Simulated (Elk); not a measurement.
## Electronic structure of magnetic MnS (Browneite)

Aim: the bands and densities of states of MnS (Browneite) in the lowest state of several starts.

Calculated with Elk 11.2.3 (patched build); PBE with U = 4.00 eV on Mn d; all-electron APW+lo, Dirac cores, scalar-relativistic bands.

### Step 1. The structure

Symmetry: F-43m, No. 216, cubic system. Conventional cell: a = 5.600 Å, b = 5.600 Å, c = 5.600 Å, α = 90.00°, β = 90.00°, γ = 90.00°. Mn has 4 S at 2.42 Å nearest. Nearest to S lie 4 Mn at 2.42 Å. Farther neighbours and most contacts between anions are not listed.

Structure file:

```cif
data_structure
_symmetry_space_group_name_H-M 'F-43m'
_symmetry_Int_Tables_number 216
_cell_length_a 5.6000
_cell_length_b 5.6000
_cell_length_c 5.6000
_cell_angle_alpha 90.000
_cell_angle_beta 90.000
_cell_angle_gamma 90.000
_cell_volume 175.62
loop_
_atom_site_label
_atom_site_type_symbol
_atom_site_symmetry_multiplicity
_atom_site_Wyckoff_symbol
_atom_site_fract_x
_atom_site_fract_y
_atom_site_fract_z
_atom_site_occupancy
Mn1 Mn 4 a 0.00000 0.00000 0.00000 1
S1 S 4 c 0.75000 0.75000 0.25000 1
```

### Step 2. The magnetic state

Bands and densities of states are read from a converged potential, so the magnetic state comes first.

This is the lowest of the starts that converged (antiferro q=(0,1/2,1/2) +-). Its cell is doubled, so bands are folded, the special points are those of the doubled cell and densities of states count per doubled cell.

Moments are seeded by fields in the spheres (the last three columns under atoms), set against the wanted direction and reduced each loop.

File elk.in:

```
tasks
  0

xctype
  20

rgkmax
  7.0

nempty
  12

swidth
  0.001837

reducebf
  0.6

epsengy
  1e-05

maxscl
  100

lmaxi
  3

lmaxo
  10

lmaxapw
  10

spinpol
  .true.

sppath
  './'

avec
  0.00000000000 5.29123314895 5.29123314895
  10.58246629790 0.00000000000 10.58246629790
  10.58246629790 5.29123314895 5.29123314895

atoms
  2
  'Mn.in'
  2
  0.0000000000 0.0000000000 0.0000000000   0.000000 0.000000 -0.450000
  0.0000000000 0.5000000000 0.0000000000   0.000000 0.000000 0.450000
  'S.in'
  2
  0.2500000000 0.0000000000 0.2500000000   0.000000 0.000000 0.000000
  0.2500000000 0.5000000000 0.2500000000   0.000000 0.000000 0.000000

ngridk
  8 4 8

dft+u
  1 1
  1 2 0.146997 0.000000
```

Run with:

```console
> OMP_NUM_THREADS=4 elk
```

Numbers of over 12 decimals in the logs are rounded to 6 here.

Output:

```text
┌─────────────────────────┐
│ Elk code version 11.2.3 │
└─────────────────────────┘

All units are atomic (Hartree, Bohr, etc.)

┌─────────────────────────────────────────────────┐
│ Ground-state run starting from atomic densities │
└─────────────────────────────────────────────────┘

Lattice vectors :
   0.000000000       5.291233149       5.291233149
   10.58246630       0.000000000       10.58246630
   10.58246630       5.291233149       5.291233149

Species : 1 (Mn)
 parameters loaded from : Mn.in
 name : manganese
 nuclear charge    :   -25.00000000
 electronic charge :    25.00000000
 atomic mass :    100145.9370
 muffin-tin radius :    2.364700343
 number of radial points in muffin-tin :    993
 inner part over the whole radius :   0.9997381522E-02
 number on inner part of muffin-tin    :    700
 approximate nuclear radius :   0.7074591925E-04
 number of mesh points to nuclear radius :    330
 atomic positions (lattice), magnetic fields (Cartesian) :
  1 :   0.00000000  0.00000000  0.00000000    0.00000000  0.00000000 -0.45000000
  2 :   0.00000000  0.50000000  0.00000000    0.00000000  0.00000000  0.45000000

Species : 2 (S)
 parameters loaded from : S.in
 name : sulphur
 nuclear charge    :   -16.00000000
 electronic charge :    16.00000000
 atomic mass :    58450.91931
 muffin-tin radius :    2.167641981
 number of radial points in muffin-tin :    793
 inner part over the whole radius :   0.9934880177E-02
 number on inner part of muffin-tin    :    554
 approximate nuclear radius :   0.6195814986E-04
 number of mesh points to nuclear radius :    251
 atomic positions (lattice), magnetic fields (Cartesian) :
  1 :   0.25000000  0.00000000  0.25000000    0.00000000  0.00000000  0.00000000
  2 :   0.25000000  0.50000000  0.25000000    0.00000000  0.00000000  0.00000000

Total number of atoms per unit cell :    4
Total muffin-tin volume :    196.1022998
 ratio of muffin-tin to unit cell volume :   0.3309420864

Spin treatment :
 spin-polarised
 global magnetic field (Cartesian) :    0.000000000       0.000000000       0.000000000
 collinear magnetisation in z-direction

Number of Bravais lattice symmetries :   16
Number of crystal symmetries         :   16
Crystal has no inversion symmetry
Complex Hermitian eigensolver will be used

k-point grid :      8     4     8
k-point offset :    0.000000000       0.000000000       0.000000000
k-point set is reduced with full crystal symmetry group
Total number of k-points :       55

Muffin-tin radius times maximum |G+k| :    7.000000000
 using average radius
Maximum |G+k| for APW functions       :    3.088910545
Maximum (1/2)|G+k|²                   :    4.770684178
Maximum |G| for potential and density :    12.00000000
Constant for pseudocharge density :    7
 order of it for each species :   14  14
 order of it for pair densities of each species (exact exchange by exxq0 0: 18) :   11   8
Radial integration step length :    1

G-vector grid sizes :     30    60    50
Number of G-vectors :    17273

Maximum angular momentum used for
 APW functions            :   10
 outer part of muffin-tin :   10
 inner part of muffin-tin :    3

Number of empty states         :     48
Total number of valence states :    140
Total number of core states    :     40

Third-order local-orbitals added for an l without core states : T
Total number of local-orbitals :     56

Exchange-correlation functional :     20     0     0
 Perdew-Burke-Ernzerhof, Phys. Rev. Lett. 77, 3865 (1996)
 gradient requirement :    1
 generalised gradient approximation (GGA)

DFT+U calculation
 fully localised limit (FLL)
 see Phys. Rev. B 52, R5467 (1995)
 species : 1 (Mn), l = 2, U =   0.14699700, J =   0.00000000

Smearing type :    3
 Fermi-Dirac
Smearing width :   0.1837000000E-02
Effective electronic temperature (K) :    580.0787206

Mixing type :    3
 Broyden mixing, J. Phys. A: Math. Gen. 17, L317 (1984)

Kohn-Sham potential initialised from atomic data

┌──────────────────────────────┐
│ Self-consistent loop started │
└──────────────────────────────┘

┌─────────────────┐
│ Loop number : 1 │
└─────────────────┘

Energies :
 Fermi                       :     0.36724831091475E-01
 sum of occupied eigenvalues :     -1811.3408583408
 electron kinetic            :      3149.6538838533
 core electron kinetic       :      2883.7304433762
 Coulomb                     :     -6109.9262821817
 Coulomb potential           :     -4746.1415436922
 nuclear-nuclear             :     -442.31771007217
 electron-nuclear            :     -6599.9466514130
 Hartree                     :      932.33807930343
 Madelung                    :     -3736.8555103356
 xc potential                :     -214.49209879639
 xc effective B-field        :    -0.535753
 external B-field            :      0.000000
 exchange                    :     -152.70695819829
 correlation                 :     -3.470276
 DFT+U                       :     0.582234
 electron entropic           :    -0.47111631419224E-04
 total energy                :     -3115.8674459549
 (external B-field energy excluded from total)

Density of states at Fermi energy :    2.230961077
 (states/Hartree/unit cell)

Estimated indirect band gap :   0.1328552331E-01
 from k-point 52 to k-point 46
Estimated direct band gap   :   0.2274082665E-01
 at k-point 52

Charges :
 core                        :    40.00000000
 valence                     :    42.00000000
 interstitial                :    5.761507975
 muffin-tins (core leakage)
  species : 1 (Mn)
   atom 1                    :    23.60009465     ( -0.2238231769E-06)
   atom 2                    :    23.60009465     ( -0.2238231769E-06)
  species : 2 (S)
   atom 1                    :    14.51915137     (  0.8649817275E-04)
   atom 2                    :    14.51915137     (  0.8649817275E-04)
 total in muffin-tins        :    76.23849203
 total calculated charge     :    81.99980087
 total charge                :    82.00000000
 error                       :   0.1991324726E-03

Moments :
 interstitial                :   0.1948977525E-16
 muffin-tins
  species : 1 (Mn)
   atom 1                    :    3.739425136
   atom 2                    :   -3.739425136
  species : 2 (S)
   atom 1                    :  -0.5116393312E-20
   atom 2                    :  -0.5116393312E-20
 total in muffin-tins        :  -0.1023278662E-19
 total moment                :   0.1947954246E-16

[... earlier loops left out ...]

┌──────────────────┐
│ Loop number : 22 │
└──────────────────┘

Energies :
 Fermi                       :     0.148333
 sum of occupied eigenvalues :     -1801.6416140698
 electron kinetic            :      3147.9482409325
 core electron kinetic       :      2883.3335109980
 Coulomb                     :     -6108.1557537341
 Coulomb potential           :     -4747.2596913459
 nuclear-nuclear             :     -442.31771007217
 electron-nuclear            :     -6595.1824193201
 Hartree                     :      929.34437565818
 Madelung                    :     -3734.5259080611
 xc potential                :     -201.56330389508
 xc effective B-field        :    -0.766859
 external B-field            :      0.000000
 exchange                    :     -152.66549091269
 correlation                 :     -3.455149
 DFT+U                       :     0.640258
 electron entropic           :    -0.42752130287233E-11
 total energy                :     -3115.6878948773
 (external B-field energy excluded from total)

Density of states at Fermi energy :   0.5444244598E-07
 (states/Hartree/unit cell)

Estimated indirect band gap :   0.1009970590
 from k-point 1 to k-point 50
Estimated direct band gap   :   0.1015126184
 at k-point 1

Charges :
 core                        :    40.00000000
 valence                     :    42.00000000
 interstitial                :    5.940213292
 muffin-tins (core leakage)
  species : 1 (Mn)
   atom 1                    :    23.48831448     ( -0.2238231289E-06)
   atom 2                    :    23.48831448     ( -0.2238231289E-06)
  species : 2 (S)
   atom 1                    :    14.54157888     (  0.8798882521E-04)
   atom 2                    :    14.54157888     (  0.8798882521E-04)
 total in muffin-tins        :    76.05978671
 total calculated charge     :    81.99979956
 total charge                :    82.00000000
 error                       :   0.2004353363E-03

Moments :
 interstitial                :   0.3586240712E-16
 muffin-tins
  species : 1 (Mn)
   atom 1                    :    4.475394320
   atom 2                    :   -4.475394320
  species : 2 (S)
   atom 1                    :  -0.4078306091E-20
   atom 2                    :  -0.4078306091E-20
 total in muffin-tins        :  -0.8156612181E-20
 total moment                :   0.3585425051E-16

┌──────────────────────────────┐
│ Self-consistent loop stopped │
└──────────────────────────────┘

Wrote STATE.OUT
```

Run time: 8.5 min. Hardware: 4 threads of AMD EPYC 7R43, shared host; peak memory 0.6 GiB; 31 min of CPU time.

Spin moment in the muffin-tin sphere by atom:

```
atom  spin moment in the muffin-tin sphere (μB)
 Mn1                                       4.48
 Mn2                                      -4.48
  S3                                       0.00
  S4                                       0.00
```

Numbers from this step:

- density of states at the Fermi level: 2.00e-9 states/eV/cell
- moment between the spheres: 0 μB
- magnetization: 0 μB
- final state: antiferromagnetic

### Step 3. Levels along a path and on the mesh

The potential is kept. Point names follow a standard table for this cell's lattice and can differ from other conventions. The density of states is interpolated from the levels on the mesh (so its value at the Fermi level can differ from the smeared one of the ground-state run), and the bands are solved anew along a path of special points.

elk.in: that of step 2 with these lines changed.

```diff
@@ -1,3 +1,5 @@
 tasks
-  0
+  10
+  20
+  15
 
@@ -48,4 +50,4 @@
   2
-  0.0000000000 0.0000000000 0.0000000000   0.000000 0.000000 -0.450000
-  0.0000000000 0.5000000000 0.0000000000   0.000000 0.000000 0.450000
+  0.0000000000 0.0000000000 0.0000000000   0.000000 0.000000 -0.000450
+  0.0000000000 0.5000000000 0.0000000000   0.000000 0.000000 0.000450
   'S.in'
@@ -61 +63,15 @@
   1 2 0.146997 0.000000
+
+wplot
+  300 60 1
+  -0.35000 0.25000
+
+plot1d
+  7 84
+  0.00000000 0.00000000 0.00000000
+  0.50000000 0.50000000 0.50000000
+  0.50000000 0.00000000 0.50000000
+  0.00000000 0.00000000 0.00000000
+  0.00000000 0.50000000 0.50000000
+  0.50000000 1.00000000 1.00000000
+  0.50000000 0.50000000 1.00000000
```

Run with:

```console
> OMP_NUM_THREADS=4 elk
```

Output:

```text
┌─────────────────────────────────┐
│ Elk code version 11.2.3 started │
└─────────────────────────────────┘

Info(readinput): the functional depends on the density's gradient
 muffin-tin radial points multiplied by    2.00000
 (not where nrmtscf is given)

┌───────────────────┐
│ Current task : 10 │
└───────────────────┘
Info(checkmt): changed muffin-tin radius of species 1 (Mn) from   2.4000 to   2.3647
Info(checkmt): changed muffin-tin radius of species 2 (S) from   2.2000 to   2.1676

Info(writedos):
 Total density of states written to TDOS.OUT

 Partial density of states written to PDOS_Sss_Aaaaa.OUT
 for all species and atoms

 Spin-quantisation axis :    0.000000000       0.000000000       1.000000000

 Eigenvalues of a random matrix symmetrised with the site
 symmetries in the Yₗₘ basis written to ELMIREP.OUT for all
 species and atoms. Degenerate eigenvalues correspond to
 irreducible representations of each site symmetry group

 Interstitial density of states written to IDOS.OUT

 Fermi energy is at zero in plots

 DOS units are states/Hartree/unit cell

┌───────────────────┐
│ Current task : 20 │
└───────────────────┘

Info(bandstr):
 Band structure plot written to BAND.OUT

 Fermi energy is at zero in plot

 Vertex location lines written to BANDLINES.OUT

┌───────────────────┐
│ Current task : 15 │
└───────────────────┘

Info(writelsj):
 muffin-tin L, S and J expectation values written to LSJ.OUT

┌──────────────────┐
│ Elk code stopped │
└──────────────────┘
```

It took 1.7 min on 4 threads; peak memory 0.93 GiB.

Electronic bands along the path, in eV, zero at the Fermi level; # counts the bands kept:

```
          point  up #9  up #10  up #11  up #12  down #9  down #10  down #11  down #12
              Γ  -1.43   -1.06   -1.06    1.70    -1.43     -1.06     -1.06      1.70
        halfway  -2.22   -1.65   -1.15    2.34    -2.22     -1.65     -1.15      2.34
              X  -2.24   -2.19   -1.32    2.65    -2.24     -2.19     -1.32      2.65
0.54 of the way  -2.60   -2.31   -2.23    1.97    -2.60     -2.31     -2.23      1.97
              M  -2.67   -2.66   -2.37    1.69    -2.67     -2.66     -2.37      1.69
0.47 of the way  -2.36   -2.06   -1.85    2.28    -2.36     -2.06     -1.85      2.28
              Γ  -1.43   -1.06   -1.06    1.70    -1.43     -1.06     -1.06      1.70
        halfway  -1.75   -1.08   -1.08    2.20    -1.75     -1.08     -1.08      2.20
              Z  -2.03   -1.11   -1.11    2.56    -2.03     -1.11     -1.11      2.56
0.54 of the way  -1.91   -1.47   -1.13    2.50    -1.91     -1.47     -1.13      2.50
              R  -2.05   -1.32   -1.17    2.62    -2.05     -1.32     -1.17      2.62
        halfway  -2.54   -2.18   -1.76    2.33    -2.54     -2.18     -1.76      2.33
              A  -3.03   -3.03   -2.63    2.23    -3.03     -3.03     -2.63      2.23
```

The density of states has structure finer than the step of the table below, so its rows give means over 0.5 eV, whole bins alone (the curve runs from -9.52 to 6.75 eV). Peaks (eV: height): up = down -5.22: 7.84, -4.57: 5.55, 2.50: 4.20, 2.99: 5.03; Mn1 d up -5.22: 4.79, -4.57: 3.99; Mn1 d down 2.50: 2.45, 2.99: 3.49, 3.27: 2.21, 3.70: 2.51; S3 p up -5.22: 0.690, -4.57: 0.289, -4.19: 0.324, -2.83: 0.586; S3 p down -5.22: 0.673, -4.19: 0.328, -2.78: 0.557, -2.18: 0.531.

The density of states by energy, zero at the Fermi level; means over each step; values in states/eV/cell:

```
energy (eV)  up = down  Mn1 d up  Mn1 d down  S3 p up  S3 p down
       -6.0          0         0           0        0          0
       -5.5       2.97      1.62     0.00859    0.290      0.286
       -5.0       4.42      2.61      0.0237    0.380      0.388
       -4.5       3.31      2.25      0.0188    0.204      0.197
       -4.0       2.02     0.812      0.0295    0.250      0.252
       -3.5       1.11     0.269      0.0415    0.194      0.198
       -3.0       1.58     0.263      0.0658    0.336      0.315
       -2.5       2.12     0.407      0.0999    0.437      0.440
       -2.0       2.20     0.502      0.0929    0.408      0.456
       -1.5       1.83     0.418      0.0852    0.384      0.386
       -1.0      0.439     0.106      0.0187    0.113     0.0791
       -0.5          0         0           0        0          0
        0.0          0         0           0        0          0
        0.5          0         0           0        0          0
        1.0          0         0           0        0          0
        1.5    0.00174    5.7e-5      6.6e-4   9.7e-6     8.8e-6
        2.0      0.641    0.0149       0.316  0.00643    0.00571
        2.5       3.01    0.0489        1.74   0.0403     0.0404
        3.0       3.16    0.0252        2.16   0.0425     0.0449
        3.5       2.67    0.0173        1.85   0.0552     0.0522
        4.0       1.23   0.00912       0.689   0.0486     0.0529
        4.5      0.857   0.00836       0.194   0.0439     0.0417
        5.0       1.20    0.0223       0.279   0.0435     0.0410
        5.5       1.22    0.0328       0.252   0.0445     0.0462
        6.0       1.59    0.0445       0.257    0.100     0.0987
```

### Step 4. Outcome

```yaml
state: antiferromagnetic
largest_moment: 4.48 μB
```

Right at the Fermi level (the table gives means over its steps) the density of states is 0 states/eV a cell for spin up and 0 for spin down: a gap in both channels. Within the window shown, the centres of the Mn1 d states of the two spins lie 7.1 eV apart, a rough measure of the splitting of the spins, to which the U adds. The state is the lowest of the starts that converged. These are Kohn–Sham levels without spin–orbit coupling.

[Logs and program files are shortened in this print: banners, set-up blocks, solver, clock and traceback lines can be left out without a mark of their own.]

[Logs are printed without paths, hosts, clocks, repeated set-up lines and the standing remarks that a program may print on its own settings, such as how far it seeks lower states.]

[Hosts, paths, dates, database ids (printed as entryN), source tags and the programs' standing remarks are cut or masked in the printed files.]

[Where a cell is said to come from a database of computed structures, the database is the Materials Project.]
